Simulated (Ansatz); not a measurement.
**SiNi3: single point with PBE**

Crystal: SiNi3.

```
Ni Si
1.0
     1.29280    0.74640    7.66199
    -1.29280    0.74640    7.66199
     0.00000   -1.49280    7.66199
Ni Si
3 1
Cartesian
  0.0000 0.0000 5.8553
  0.0000 0.0000 11.4930
  0.0000 0.0000 17.1307
  0.0000 0.0000 0.0000
```

The cell comes from a database or a generator and needn't be the stable form of this composition.

```
Program             : Ansatz 0.2.0
Task                : single point
Functional          : PBE
Potentials or basis : Ansatz PAW
Cutoff              : 420 eV (not typed: the program's choice for these potentials)
k mesh              : 12 × 12 × 12
Occupations         : fermi-dirac, width 0.05 eV
Spin                : collinear spin, ferromagnetic start
Starting moments    : [1.0, 1.0, 1.0, 0.0] μB
```

```
Pressure               : 1.8 GPa
Largest force          : 0.071 eV/Å
Band gap on the k mesh : none (metal or under the smearing width)
Net moment             : 0.51 μB per cell
Absolute moment        : 0.60 μB per cell
Site moments           : Ni +0.08, +0.39; Si -0.00 μB
```

Forces in eV/Å, atoms in the order of the input:
```
Ni   0.000  0.000  0.071
Ni   0.000  0.000  0.000
Ni   0.000  0.000 -0.071
Si   0.000  0.000  0.000
```

Stress tensor (GPa, compression positive):
```
1.91 0.00 0.00
0.00 1.91 0.00
0.00 0.00 1.51
```

Levels at points of the mesh, in eV from the Fermi level:
Spin up:
```csv
k point,band 28,band 29,band 30,band 31,band 32,band 33
"(0.00, 0.00, 0.00)",-1.17,-1.17,-0.55,-0.55,4.00,12.03
"(0.00, 0.00, -0.50)",-0.28,-0.08,0.78,0.92,2.38,5.16
"(0.00, -0.50, -0.50)",-0.28,-0.10,0.04,1.90,2.12,5.49
"(-0.50, -0.50, -0.50)",-1.13,-1.13,-0.55,-0.55,6.32,8.46
```
Spin down:
```
              k point  band 27  band 28  band 29  band 30  band 31  band 32
   (0.00, 0.00, 0.00)    -1.19    -0.93    -0.93    -0.26    -0.26     4.09
  (0.00, 0.00, -0.50)    -0.25     0.08     0.19     0.77     1.18     2.42
 (0.00, -0.50, -0.50)    -0.25    -0.06     0.19     0.32     1.94     2.23
(-0.50, -0.50, -0.50)    -1.24    -0.90    -0.90    -0.26    -0.26     6.34
```

It took 80 s on 2 threads of Intel(R) Xeon(R) Processor @ 2.50GHz (Skylake/Cascade Lake), on a shared host, peak memory 0.75 GiB.
